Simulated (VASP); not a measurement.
Here is a VASP 6.6.1 calculation.

File INCAR:

```
SYSTEM = Se
ALGO = Fast
EDIFF = 1E-7
ENCUT = 520
GGA = PE
ISIF = 2
ISMEAR = 0
IVDW = 12
LASPH = .TRUE.
LCHARG = .TRUE.
LELF = .TRUE.
LREAL = .FALSE.
LVHAR = .TRUE.
LWAVE = .FALSE.
NBANDS = 9
NELM = 100
PREC = Accurate
SIGMA = 0.15
```

Contents of KPOINTS:

```
k-points
0
G
  20 20 20
  0 0 0
```

POSCAR

```
Se
1.0
   -1.7034486149      1.9589659071      1.7034486149
    1.7034486149     -1.9589659071      1.7034486149
    1.7034486149      1.9589659071     -1.7034486149
Se
1
Direct
    0.0000000000      0.0000000000      0.0000000000
```

Potentials or basis: VASP PAW PBE potentials, release 64 (Se).

Command:

```sh
$ cat potpaw_PBE.64/Se/POTCAR > POTCAR
$ mpirun -np 1 vasp_std > vasp.out
```

Question: What does it give for the dispersion energy per atom?

Answer: -0.383 eV.

Question: Predict the band gap on the k mesh.

Answer: None (metal or under the smearing width).

Stress tensor (GPa, compression positive):
```
 -6.25   0.00   0.00
  0.00 -13.15   0.00
  0.00   0.00  -6.25
```

Caveat: pairwise dispersion overbinds metals, which lowers pressure and volume.
